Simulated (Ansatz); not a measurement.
**SrCl2 under changes of volume**

One of the cells (28.299 Å³/atom); the others are scaled copies at fixed shape and fractional positions:

```
Sr Cl
1.0
     0.00000    3.48835    3.48835
     3.48835    0.00000    3.48835
     3.48835    3.48835    0.00000
Sr Cl
1 2
Direct
  0.00000 0.00000 0.00000
  0.75000 0.75000 0.75000
  0.25000 0.25000 0.25000
```

```yaml
Program: Ansatz 0.2.0
Functional: LDA
Potentials_or_basis: Ansatz PAW
Cutoff: "420 eV (not typed: the program's choice for these potentials)"
k_mesh: 6 × 6 × 6
Occupations: fermi-dirac, width 0.05 eV
Spin: no spin polarisation
```

```csv
volume (Å³/atom),energy over the lowest point (meV/atom),pressure (GPa),gap on the mesh (eV)
26.601,0.00,-0.6,5.11
27.167,3.75,-1.5,5.03
27.733,10.25,-2.2,4.96
28.299,19.18,-2.8,4.88
28.865,30.27,-3.4,4.81
29.431,?,?,?
29.997,57.98,-4.4,4.67
```

Problem. What does the run at 29.431 Å³/atom give?

Solution. Energy over the lowest point 43.28 meV/atom; pressure -3.9 GPa; gap on the mesh 4.73 eV.

Worked out: A Birch-Murnaghan fit of order 3 (a polynomial in V^(-2/3)) to the other rows has its minimum at 26.20 Å³/atom, just outside them, with B0 = V·E''(V) = 44 GPa and B' = 4.6. It gives 43.28 meV/atom at 29.431 Å³/atom, against the run's 43.28, and -dE/dV = -3.9 GPa, against -3.9. A straight line through the other rows of the gap, of slope -3.66 eV per unit of ln V, gives 4.74 eV, against the run's 4.73.

Energies are extrapolated to zero smearing.

Caveats: the PAW data sets come from PBE, with cores solved anew for the run's functional, which leaves a small shift of forces and pressure.

A mesh can miss the band edges. Spin-orbit coupling on Sr is left out.
